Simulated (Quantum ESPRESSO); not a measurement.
AgCl (Chlorargyrite) under changes of volume

One of the cells (20.458 Å³/atom); the others are scaled copies at fixed shape and fractional positions:

```
Ag Cl
1.0
     0.00000    2.73500    2.73500
     2.73500    0.00000    2.73500
     2.73500    2.73500    0.00000
Ag Cl
1 1
Direct
  0.00000 0.00000 0.00000
  0.50000 0.50000 0.50000
```

* Program: Quantum ESPRESSO 7.5
* Functional: rev-vdW-DF2
* Potentials or basis: PseudoDojo 0.4.1 SR PBE standard
* Cutoff: 1116 eV
* Density cutoff: 4463 eV
* k mesh: 8 × 8 × 8
* Occupations: fermi-dirac, width 0.05 eV
* Spin: no spin polarisation

```csv
volume (Å³/atom),energy over the lowest point (meV/atom),pressure (GPa)
19.231,?,?
19.640,19.64,4.4
20.049,9.98,3.0
20.458,3.75,1.7
20.868,0.53,0.6
21.277,0.00,-0.3
21.686,1.85,-1.2
```

What does the run at 19.231 Å³/atom give?

Energy over the lowest point 33.13 meV/atom; pressure 6.0 GPa.

Worked out: A Birch-Murnaghan fit of order 3 (a polynomial in V^(-2/3)) to the other rows has its minimum at 21.16 Å³/atom with B0 = V·E''(V) = 50 GPa and B' = 5.3. It gives 33.15 meV/atom at 19.231 Å³/atom, against the run's 33.13, and -dE/dV = 6.1 GPa, against 6.0.

Energies are extrapolated to zero smearing.

Caveats: the potentials were made for another functional, which shifts forces and pressure.
